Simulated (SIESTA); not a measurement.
The system is Cl.

```
Cl
1.0
     3.14500   -2.25000    0.00000
     3.14500    2.25000    0.00000
     0.00000    0.00000    8.21000
Cl
4
Direct
  0.37000 0.63000 0.40000
  0.13000 0.87000 0.90000
  0.63000 0.37000 0.60000
  0.87000 0.13000 0.10000
```

Base run:

```yaml
Program: SIESTA 5.4.2
Functional: PBE
Potentials_or_basis: PseudoDojo 0.4 standard (PBE files)
Basis: DZP (energy shift 0.003 Ry)
Grid_cutoff: 800 Ry
Energy_shift: 0.003 Ry
k_mesh: 7 × 7 × 4
Occupations: fermi-dirac, width 0.05 eV
Spin: no spin polarisation
```

Its results: band gap on the k mesh 2.47 eV, indirect (least direct gap 2.50 eV); pressure 0.7 GPa; largest force 0.693 eV/Å.

Problem. The run is repeated on the same cell with these changes: functional from PBE to BLYP. What comes out?

Solution. Band gap on the k mesh 2.48 eV, indirect (least direct gap 2.51 eV); pressure 2.7 GPa; largest force 1.310 eV/Å.

BLYP binds less tightly than PBE, so the same cell stands under more pressure.

Caveats: the basis of atomic orbitals isn't converged, which shifts pressures, moduli and gaps; an odd mesh through Γ misses points on the zone boundary, where band edges often lie (some runs); the potentials were made for another functional, which shifts forces and pressure (some runs).

Not every run made on this cell is shown here.
